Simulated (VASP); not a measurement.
# FeSi23 (a cell with a defect) in VASP: notebook, part 2 of 2

VASP 6.6.1. The steps go on from the part before.

### 3 Single point, PBEsol+U, collinear spin, ferromagnetic start

INCAR reads:

```
PREC     = Accurate       # precision mode
ENCUT    = 350            # plane-wave cutoff, eV
EDIFF    = 1E-5           # SCF threshold, eV
ISMEAR   = 0              # smearing method
SIGMA    = 0.03           # smearing width, eV
LREAL    = Auto         
LASPH    = True           # aspherical terms in the spheres
NELM     = 120            # most SCF steps
ALGO     = Normal         # electronic algorithm
ISIF     = 2              # what is computed and relaxed
LWAVE    = False          # write WAVECAR
LCHARG   = False          # write CHGCAR
ISPIN    = 2              # spin polarisation
MAGMOM   = 2 0 0 0 0 0 0 0 0 0 0 0 0 0 0 0 0 0 0 0 0 0 0 0 # initial moments
LORBIT   = 11             # projections on sites
LMAXMIX  = 4              # l up to which the mixer works
LDAU     = True           # DFT+U
LDAUTYPE = 2            
LDAUL    = 2 -1           # shell
LDAUU    = 4 0            # U, eV
LDAUJ    = 0 0          
LDAUPRINT= 1            
GGA      = PS             # functional
ISYM     = 0            
KPAR     = 4
```

KPOINTS reads:

```
Automatic mesh
0
Gamma
  2 3 3
```

POSCAR reads:

```
FeSi23                                  
1.0
    0.0000000000      8.1555000000      8.1555000000
    5.4370000000      0.0000000000      5.4370000000
    5.4370000000      5.4370000000      0.0000000000
  Fe              Si            
     1    23
Direct
     0.0058304299341811    0.9963129132198052    0.9971838237051394
     0.9989388419068346    0.9997981975322898    0.5011342740929375
     0.9995710441281461    0.5030265224236389    0.9963860869409474
     0.9997808333433440    0.5012756140674179    0.4990638431356888
     0.3322001881649680    0.0010350643538519    0.9998531846947606
     0.3336445172963653    0.0002180597850626    0.4986004663256958
     0.3344086201471982    0.4995639268249047    0.9984121977388263
     0.3345136260157844    0.5003928753980619    0.4980109503772201
     0.6697536276068724    0.0009837392452812    0.9998182121696770
     0.6668942432014546    0.0012115265127810    0.4987486533728890
     0.6679076517404792    0.4997812776175996    0.9992863249859935
     0.6679819922106514    0.5007820779935410    0.4987851142140794
     0.0820304751186139    0.1288874920333951    0.1267116756760744
     0.0838395441802438    0.1269983011519113    0.6207232550343779
     0.0847488275343407    0.6200821361669774    0.1252716667255989
     0.0848001221078804    0.6252359549838968    0.6220212865678801
     0.4187297145582536    0.1240428075317042    0.1230577952800020
     0.4159935545192845    0.1255837956567977    0.6247138356455699
     0.4171504789346612    0.6255805726383816    0.1233996596363579
     0.4177899662436515    0.6251190336962110    0.6233063476836346
     0.7539868623979333    0.1247876261576089    0.1240566239567413
     0.7491715493494971    0.1258885157408391    0.6253579110221851
     0.7499853317296685    0.6265058063380790    0.1239811753414351
     0.7502069576296895    0.6264331629299602    0.6246706356763017
```

Potentials or basis: VASP PAW PBE potentials, release 64 (Fe, Si).

The run is started by

```bash
cat potpaw_PBE.64/Fe/POTCAR potpaw_PBE.64/Si/POTCAR > POTCAR
mpirun -np 4 vasp_std > vasp.out
```

OUTCAR:

```text
PREC = Accurate
   ENCUT = 350
   EDIFF = 1E-5
   ISMEAR = 0
   LREAL = Auto
   LASPH = True
   NELM = 120
   ISIF = 2
   ISPIN = 2
   LORBIT = 11
   GGA = PS
   ISYM = 0

 ion  position               nearest neighbor table
   1  0.006  0.996  0.997-  15 2.36  14 2.36  13 2.36  21 2.37
   2  0.999  1.000  0.501-  14 2.35  13 2.35  16 2.35  22 2.35
   3  1.000  0.503  0.996-  15 2.35  13 2.35  16 2.35  23 2.35
   4  1.000  0.501  0.499-  15 2.35  14 2.35  24 2.35  16 2.35
   5  0.332  0.001  1.000-  18 2.36  13 2.36  19 2.36  17 2.36
   6  0.334  0.000  0.499-  14 2.35  18 2.35  20 2.35  17 2.36
[... 16 lines left out ...]
  23  0.750  0.627  0.124-   3 2.35   9 2.35  11 2.35  12 2.35
  24  0.750  0.626  0.625-   4 2.35  11 2.35  10 2.35  12 2.35

IMPORTANT INFORMATION: All symmetrisations will be switched off!
NOSYMM: (Re-)initialisation of all symmetry stuff for point group C_1.

----------------------------------------------------------------------------------------

                                     Primitive cell

  volume of cell :     482.1690

  direct lattice vectors                    reciprocal lattice vectors
     0.000000000  8.155500000  8.155500000    -0.061308320  0.061308320  0.061308320
     5.437000000  0.000000000  5.437000000     0.091962479 -0.091962479  0.091962479
     5.437000000  5.437000000  0.000000000     0.091962479  0.091962479 -0.091962479

  length of vectors
    11.533618708  7.689079139  7.689079139     0.106189124  0.159283687  0.159283687

  position of ions in fractional coordinates (direct lattice)
     0.005830430  0.996312913  0.997183824
     0.998938842  0.999798198  0.501134274
     0.999571044  0.503026522  0.996386087
     0.999780833  0.501275614  0.499063843
     0.332200188  0.001035064  0.999853185
     0.333644517  0.000218060  0.498600466
[... 16 lines left out ...]
     0.749985332  0.626505806  0.123981175
     0.750206958  0.626433163  0.624670636

  ion indices of the primitive-cell ions
   primitive index   ion index
                 1           1
[... 827 lines left out ...]
     61       8.7506      0.00000
     62       8.9017      0.00000
 Fermi energy:         5.7376919648

 spin component 2

 k-point     1 :       0.0000    0.0000    0.0000
  band No.  band energies     occupation
      1      -6.2966      1.00000
      2      -4.9996      1.00000
      3      -4.8523      1.00000
      4      -4.0374      1.00000
      5      -3.9837      1.00000
      6      -3.8824      1.00000
[... 639 lines left out ...]
     61       8.7613      0.00000
     62       8.9219      0.00000
 [bands above 62 left out]

------------------------ aborting loop because EDIFF is reached ----------------------------------------

  FORCE on cell =-STRESS in cart. coord.  units (eV):
  Direction    XX          YY          ZZ          XY          YZ          ZX
  --------------------------------------------------------------------------------------
  -------------------------------------------------------------------------------------
  Total        0.3088666     -0.2277182     -0.1720375      0.0167888     -0.3994638     -0.0230498
  in kB        1.0263186     -0.7566746     -0.5716557      0.0557867     -1.3273600     -0.0765910
  external PRESSURE =      -0.1006705 kB  Pullay stress =       0.0000000 kB

 VOLUME and BASIS-vectors are now :
 -----------------------------------------------------------------------------
  energy-cutoff  :      350.00
  volume of cell :      482.17
      direct lattice vectors                 reciprocal lattice vectors
     0.000000000  8.155500000  8.155500000    -0.061308320  0.061308320  0.061308320
     5.437000000  0.000000000  5.437000000     0.091962479 -0.091962479  0.091962479
     5.437000000  5.437000000  0.000000000     0.091962479  0.091962479 -0.091962479

 POSITION                                       TOTAL-FORCE (eV/Angst)
 -----------------------------------------------------------------------------------
     10.83864      5.46924      5.46450         0.006823      0.018027      0.032112
      8.16057     10.87151     13.58275        -0.034724     -0.036440      0.021673
      8.15231     13.56935     10.88696        -0.026226      0.033144     -0.038919
      5.43885     10.86712     10.87915        -0.040153      0.019824     -0.001100
      5.44183      8.14546      2.71489        -0.029877      0.018067      0.011333
      2.71208      5.43193      2.72222        -0.011788     -0.040217      0.019766
[... 16 lines left out ...]
      4.08040      6.79059      9.52282        -0.000716      0.021416      0.027510
      6.80225      9.51465      9.52423        -0.001058     -0.016893     -0.007809
 -----------------------------------------------------------------------------------
    total drift:                                0.000160     -0.005193     -0.005657

  FREE ENERGIE OF THE ION-ELECTRON SYSTEM (eV)
  ---------------------------------------------------
  free  energy   TOTEN  =      -135.7573594026 eV

  energy  without entropy=     -135.7558494013  energy(sigma->0) =     -135.75660440

 total charge

# of ion       s       p       d       tot
------------------------------------------
    1        0.502   0.423   6.178   7.102
    2        0.758   0.924   0.000   1.683
    3        0.758   0.926   0.000   1.684
    4        0.756   0.930   0.000   1.686
    5        0.756   0.927   0.000   1.683
    6        0.753   0.933   0.000   1.686
[... 16 lines left out ...]
   23        0.752   0.940   0.000   1.692
   24        0.751   0.941   0.000   1.692
--------------------------------------------------
tot         17.923  21.813   6.178  45.913

 magnetization (x)

# of ion       s       p       d       tot
------------------------------------------
    1        0.032   0.048   2.980   3.060
    2        0.002   0.003   0.000   0.004
    3        0.001   0.003   0.000   0.004
    4        0.003  -0.002   0.000   0.000
    5        0.004   0.002   0.000   0.005
    6        0.002   0.002   0.000   0.004
[... 16 lines left out ...]
   23       -0.000  -0.001   0.000  -0.001
   24        0.000  -0.001   0.000  -0.001
--------------------------------------------------
tot          0.047  -0.075   2.980   2.951
```

OSZICAR:

```text
N       E                     dE             d eps       ncg     rms          rms(c)
DAV:   1     0.259203298427E+03    0.25920E+03   -0.29969E+04  2560   0.952E+02
DAV:   2    -0.107987459157E+03   -0.36719E+03   -0.34688E+03  2872   0.179E+02
DAV:   3    -0.138250340341E+03   -0.30263E+02   -0.29353E+02  3280   0.505E+01
[... 20 lines left out ...]
DAV:  24    -0.135757032037E+03   -0.30174E-03   -0.14053E-03  3752   0.258E-01    0.139E-01
DAV:  25    -0.135757274697E+03   -0.24266E-03   -0.43738E-04  3608   0.110E-01    0.877E-02
DAV:  26    -0.135757334998E+03   -0.60300E-04   -0.43300E-04  3616   0.132E-01    0.308E-02
DAV:  27    -0.135757359047E+03   -0.24049E-04   -0.55731E-05  2776   0.427E-02    0.231E-02
DAV:  28    -0.135757359403E+03   -0.35592E-06   -0.22207E-05  2264   0.318E-02
   1 F= -.13575736E+03 E0= -.13575660E+03  d E =-.151000E-02  mag=     3.1131
```

It took 3.2 min on 4 MPI ranks of Intel Xeon 6975P-C (Granite Rapids), shared host; peak memory 0.63 GiB.

What came out:

| Item | Value |
| --- | --- |
| Free energy | -135.7574 eV |
| Pressure | 0.0 GPa |
| Largest force | 0.200 eV/Å |
| Band gap on the k mesh | none (metal or under the smearing width) |
| Net moment | 3.11 μB per cell |
| Site moments | Fe +3.06; Si +0.00, +0.01, -0.00, -0.03, -0.04, -0.02 μB |
| Valence electrons inside the program's atomic spheres | Fe 7.10; Si 1.68, 1.69 |

Forces in eV/Å, atoms in the order of the input:
```
Fe   0.007  0.018  0.032
Si  -0.035 -0.036  0.022
Si  -0.026  0.033 -0.039
Si  -0.040  0.020 -0.001
Si  -0.030  0.018  0.011
Si  -0.012 -0.040  0.020
Si  -0.016  0.023 -0.037
Si  -0.005  0.013 -0.006
Si  -0.018 -0.038 -0.036
Si   0.000  0.005  0.009
Si  -0.013  0.013 -0.012
Si   0.008 -0.009 -0.025
Si   0.024  0.042  0.022
Si  -0.012  0.040  0.005
Si  -0.008 -0.005  0.054
Si   0.023  0.000  0.009
Si   0.006  0.043  0.044
Si  -0.010 -0.019  0.005
Si   0.011 -0.026 -0.026
Si   0.027 -0.016 -0.013
Si   0.135 -0.112 -0.096
Si  -0.013  0.031  0.038
Si  -0.001  0.021  0.028
Si  -0.001 -0.017 -0.008
```

Stress tensor (GPa, compression positive):
```
 0.10  0.01 -0.01
 0.01 -0.08 -0.13
-0.01 -0.13 -0.06
```

Levels at points of the mesh, in eV from the Fermi level:
Spin up:
```tsv
k point	band 49	band 50	band 51	band 52	band 53	band 54	band 55	band 56
(0.00, 0.00, 0.00)	-0.57	-0.55	0.40	0.59	0.62	0.77	0.81	0.84
(0.50, 0.00, 0.00)	-0.65	-0.60	-0.60	0.58	0.59	0.64	0.64	0.73
```
Spin down:
```tsv
k point	band 45	band 46	band 47	band 48	band 49	band 50	band 51	band 52
(0.00, 0.00, 0.00)	-1.00	-0.62	-0.51	-0.43	0.33	0.58	0.72	0.78
(0.50, 0.00, 0.00)	-1.06	-0.90	-0.60	-0.55	0.22	0.28	0.49	0.65
```

Eigenvalues of the final occupation matrices:
```csv
site,spin,trace,eigenvalues
site 1 d,1,4.59,0.90 0.91 0.92 0.93 0.93
site 1 d,2,1.61,0.02 0.02 0.34 0.47 0.76
```

Caveat: the PAW data sets were made with another functional, which shifts forces and pressure a little; the U is typed as a test and isn't derived for this compound. The state reached can hang on the start; a lower one may exist.

### 4 Single point, PBEsol+U, collinear spin, ferromagnetic start

Changes to INCAR since step 3:

```diff
@@ -15,2 +15,3 @@
 LORBIT   = 11             # projections on sites
+NUPDOWN  = 2              # fixed moment
 LMAXMIX  = 4              # l up to which the mixer works
@@ -19,3 +20,3 @@
 LDAUL    = 2 -1           # shell
-LDAUU    = 4 0            # U, eV
+LDAUU    = 6 0            # U, eV
 LDAUJ    = 0 0
```

KPOINTS is that of step 3.

POSCAR is that of step 3.

The run is started by

```bash
cat potpaw_PBE.64/Fe/POTCAR potpaw_PBE.64/Si/POTCAR > POTCAR
mpirun -np 4 vasp_std > vasp.out
```

Wall time 5.2 min (4 MPI ranks of Intel Xeon 6975P-C (Granite Rapids), shared host); peak memory 0.65 GiB.

The run converged. Its results:

```
Free energy                                           : -133.9328 eV
Pressure                                              : 0.0 GPa
Largest force                                         : 0.193 eV/Å
Net moment                                            : 2.00 μB per cell
Site moments                                          : Fe +3.17; Si -0.01, -0.00, -0.09, -0.08, -0.03, -0.07 μB
Valence electrons inside the program's atomic spheres : Fe 7.10; Si 1.69, 1.68
```

Forces on the atoms (eV/Å):
```
Fe   0.047 -0.071 -0.033
Si   0.000  0.031  0.008
Si   0.003  0.039  0.025
Si   0.009  0.027  0.003
Si  -0.038  0.054  0.052
Si  -0.004  0.034  0.002
Si  -0.006  0.002  0.035
Si  -0.008  0.015 -0.002
Si  -0.082  0.050  0.052
Si   0.005  0.093  0.019
Si  -0.011  0.026  0.080
Si   0.011 -0.014 -0.027
Si  -0.098  0.051  0.055
Si   0.055 -0.111  0.037
Si   0.046  0.030 -0.111
Si   0.000 -0.023 -0.011
Si   0.031  0.014  0.019
Si   0.023 -0.082 -0.002
Si   0.043 -0.032 -0.094
Si   0.001 -0.015 -0.013
Si  -0.012 -0.141 -0.132
Si   0.009  0.004  0.044
Si   0.022  0.027 -0.001
Si  -0.047 -0.011 -0.006
```

Stress tensor (GPa, compression positive):
```
-0.06  0.18  0.18
 0.18 -0.08 -0.21
 0.18 -0.21  0.01
```

Eigenvalues of the final occupation matrices:
```
    site  spin  trace               eigenvalues
site 1 d     1   4.69  0.92 0.93 0.94 0.94 0.95
site 1 d     2   1.52  0.02 0.27 0.32 0.38 0.52
```

Caveat: the PAW data sets were made with another functional, which shifts forces and pressure a little; the total moment is fixed, so each spin has its own Fermi level; the U is typed as a test and isn't derived for this compound.

### 5 Single point, PBEsol+U, collinear spin, ferromagnetic start

Changes to INCAR since step 4:

```diff
@@ -13,5 +13,5 @@
 ISPIN    = 2              # spin polarisation
-MAGMOM   = 2 0 0 0 0 0 0 0 0 0 0 0 0 0 0 0 0 0 0 0 0 0 0 0 # initial moments
+MAGMOM   = 4 0 0 0 0 0 0 0 0 0 0 0 0 0 0 0 0 0 0 0 0 0 0 0 # initial moments
 LORBIT   = 11             # projections on sites
-NUPDOWN  = 2              # fixed moment
+NUPDOWN  = 4              # fixed moment
 LMAXMIX  = 4              # l up to which the mixer works
@@ -20,3 +20,3 @@
 LDAUL    = 2 -1           # shell
-LDAUU    = 6 0            # U, eV
+LDAUU    = 4 0            # U, eV
 LDAUJ    = 0 0
```

KPOINTS is that of step 4.

POSCAR is that of step 4.

The run is started by

```bash
cat potpaw_PBE.64/Fe/POTCAR potpaw_PBE.64/Si/POTCAR > POTCAR
mpirun -np 4 vasp_std > vasp.out
```

Wall time 2.8 min (4 MPI ranks of Intel Xeon 6975P-C (Granite Rapids), shared host); peak memory 0.63 GiB.

Results (log left out):

| Item | Value |
| --- | --- |
| Free energy | -135.6972 eV |
| Pressure | 0.1 GPa |
| Largest force | 0.237 eV/Å |
| Net moment | 4.00 μB per cell |
| Site moments | Fe +3.24; Si +0.01, +0.02, +0.00, -0.01, -0.00, +0.04 μB |
| Valence electrons inside the program's atomic spheres | Fe 7.08; Si 1.69, 1.68, 1.70 |

Forces in eV/Å, atoms in the order of the input:
```
Fe   0.087 -0.129 -0.115
Si  -0.004 -0.064 -0.036
Si   0.002 -0.025 -0.071
Si   0.082 -0.003 -0.025
Si   0.049  0.030  0.023
Si  -0.011 -0.074  0.029
Si  -0.018  0.034 -0.075
Si  -0.013  0.015 -0.004
Si   0.037 -0.074 -0.073
Si   0.027 -0.046 -0.020
Si   0.015 -0.017 -0.064
Si   0.006 -0.003 -0.019
Si  -0.070  0.170  0.149
Si  -0.155  0.109  0.130
Si  -0.145  0.123  0.130
Si   0.010  0.012  0.022
Si  -0.067  0.058  0.062
Si  -0.001  0.032  0.000
Si   0.021 -0.033  0.025
Si   0.018 -0.019 -0.016
Si   0.135 -0.107 -0.088
Si  -0.009  0.033  0.011
Si   0.003 -0.005  0.032
Si   0.003 -0.018 -0.009
```

Stress tensor (GPa, compression positive):
```
 0.15 -0.06 -0.07
-0.06  0.04  0.06
-0.07  0.06  0.05
```

Eigenvalues of the final occupation matrices:
```tsv
site	spin	trace	eigenvalues
site 1 d	1	4.63	0.92 0.92 0.93 0.93 0.93
site 1 d	2	1.53	0.02 0.02 0.45 0.48 0.56
```

Caveat: the PAW data sets were made with another functional, which shifts forces and pressure a little; the total moment is fixed, so each spin has its own Fermi level; the U is typed as a test and isn't derived for this compound.

### 6 Summary

| task | U | fixed moment (μB) | cell | pressure (GPa) | moment (μB) | largest force (eV/Å) |
| --- | --- | --- | --- | --- | --- | --- |
| relaxation of the atoms | Fe d U = 4 eV | 2 | atoms relaxed from: atoms moved at random, drawn with an rms of 0.05 Å | -0.1 | 2.00 | 0.03 |
| single point | Fe d U = 4 eV | - | as given | 0.0 | 3.11 | 0.20 |
| single point | Fe d U = 6 eV | 2 | as given | 0.0 | 2.00 | 0.19 |
| single point | Fe d U = 4 eV | 4 | as given | 0.1 | 4.00 | 0.24 |

Alike in all rows: level PBEsol+U; potentials or basis VASP PAW PBE potentials, release 64 (Fe, Si); spin collinear, ferromagnetic start; k mesh 2 × 3 × 3; cutoff (eV) 350; smearing gaussian 0.03 eV.

Caveats: the PAW data sets were made with another functional, which shifts forces and pressure a little; the U is typed as a test and isn't derived for this compound; the total moment is fixed, so each spin has its own Fermi level (some runs).

Absolute energies hang on the potentials; compare differences alone.
